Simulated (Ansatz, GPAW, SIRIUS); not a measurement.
## One calculation of TaN, 3 ways

```
Ta N
1.0
     2.93800    0.00000    0.00000
    -1.46900    2.54438    0.00000
     0.00000    0.00000    2.88300
Ta N
1 1
Direct
  0.00000 0.00000 0.50000
  0.66667 0.33333 0.00000
```

Alike in all runs: task single point; functional PBEsol; k mesh 10 × 10 × 9; occupations fermi-dirac, width 0.05 eV; no spin polarisation; no spin-orbit coupling. Pressure is positive in compression and, in plane waves, holds the error of the finite cutoff.

| program and potentials | plane-wave cutoff (eV) | notes | pressure (GPa) |
| --- | --- | --- | --- |
| GPAW, PAW data sets generated for this functional | 800 | - | ? |
| Ansatz, all-electron LAPW, scalar-relativistic | - | - | -4.78 |
| SIRIUS, PseudoDojo 0.4.1 PBEsol standard (scalar relativistic) | 1152 | - | -5.14 |

Q: Estimate from the other rows what the run with GPAW, PAW data sets generated for this functional gave.

A: Pressure -4.98 GPa. The other rows, which needn't bracket it: pressure -5.14 to -4.78.
